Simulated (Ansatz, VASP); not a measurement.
## Two plane-wave programs on BeS

```xyz
2
Lattice="0.0000 2.4135 2.4135 2.4135 0.0000 2.4135 2.4135 2.4135 0.0000" Properties=species:S:1:pos:R:3 pbc="T T T"
Be    3.6203    3.6203    3.6203
S     0.0000    0.0000    0.0000
```

Alike in both runs: task single point; functional PBE; k mesh 8 × 8 × 8; occupations gaussian, width 0.02 eV; no spin polarisation.

|  | VASP | Ansatz |
| --- | --- | --- |
| version | VASP 6.6.1 | Ansatz 0.2.0 |
| potentials or method | VASP PAW PBE potentials, release 64 (Be, S) | scalar-relativistic, plane waves, PAW |
| plane-wave cutoff (eV) | 520 | 420 |
| valence electrons in the cell | 8 | 8 |

```csv
,VASP,Ansatz,Ansatz less VASP
gap on the k mesh at the Fermi level (eV),3.08,3.08,-0.001
least direct gap on the mesh (eV),5.66,5.64,-0.019
pressure (GPa),3.0,3.0,-0.01
```

A k mesh can miss the band edges. PBE gaps usually lie below the measured ones, often by a third to a half.
